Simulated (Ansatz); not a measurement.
Rh:

```
Rh
1.0
     2.73098    0.00000    0.00000
    -1.36549    2.36510    0.00000
     0.00000    0.00000    4.42849
Rh
2
Direct
  0.33333 0.66667 0.25000
  0.66667 0.33333 0.75000
```

This isn't the form of Rh at room conditions, which is fcc.

```yaml
Program: Ansatz 0.2.0
Task: relaxation of cell and atoms
Functional: HSE06
Potentials_or_basis: Ansatz PAW
Cutoff: "420 eV (not typed: the program's choice for these potentials)"
k_mesh: 6 × 6 × 3
Occupations: fermi-dirac, width 0.05 eV
Spin: no spin polarisation
```

At the start: volume 14.30 Å³/atom.

**Question.** How do energy, volume and symmetry change on relaxing?

**Answer.** It ends after 6 steps and the volume is 13.53 Å³/atom (-5.4 %); space group P6_3/mmc (No. 194, to 0.05 Å).

The path:
```csv
step,energy change (eV),largest force (eV/Å),volume (Å³)
1,0.0000,0.0000,28.60
2,-0.1030,0.0000,26.43
3,-0.1168,0.0000,27.11
4,-0.1170,0.0000,27.05
5,-0.1170,0.0000,27.05
6,-0.1158,0.0000,27.05
```

Final structure:
```
Rh
1.0
     2.71954    0.00000    0.00000
    -1.35977    2.35519    0.00000
     0.00000    0.00000    4.22343
Rh
2
Direct
  0.33333 0.66667 0.25000
  0.66667 0.33333 0.75000
```

Caveat: the k mesh is coarse (spacing up to 0.47 Å⁻¹), so the values aren't converged, least of all with exact exchange; the plane-wave basis is chosen anew once the cell has moved, so the energies of steps on either side of that aren't comparable; the PAW data sets come from PBE, with cores solved anew for the run's functional, which leaves a small shift of forces and pressure.
